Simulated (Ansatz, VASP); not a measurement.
Li: VASP beside Ansatz

```
Li
1.0
     0.00000    2.09021    2.09021
     2.09021    0.00000    2.09021
     2.09021    2.09021    0.00000
Li
1
Direct
  0.00000 0.00000 0.00000
```

Alike in both runs: functional PBEsol; dispersion D3(BJ); k mesh 5 × 5 × 5; occupations fermi-dirac, width 0.1 eV; no spin polarisation.

Ansatz relaxed the structure, and its values are those at the end. VASP's run is a single point on that final structure, the one shown.

|  | VASP | Ansatz |
| --- | --- | --- |
| version | VASP 6.6.1 | Ansatz 0.2.0 |
| potentials or method | VASP PAW PBE potentials, release 64 (Li_sv) | plane waves, PAW |
| plane-wave cutoff (eV) | 520 | 544 |
| valence electrons in the cell | 3 | 3 |

|  | VASP | Ansatz | Ansatz less VASP |
| --- | --- | --- | --- |
| dispersion energy (meV/atom) | -166.1 | -166.1 | -0.04 |

Ansatz warned: «stress_scf_threshold_loose».

Caveats: the k mesh is coarse (spacing up to 0.52 Å⁻¹), so the values aren't converged.
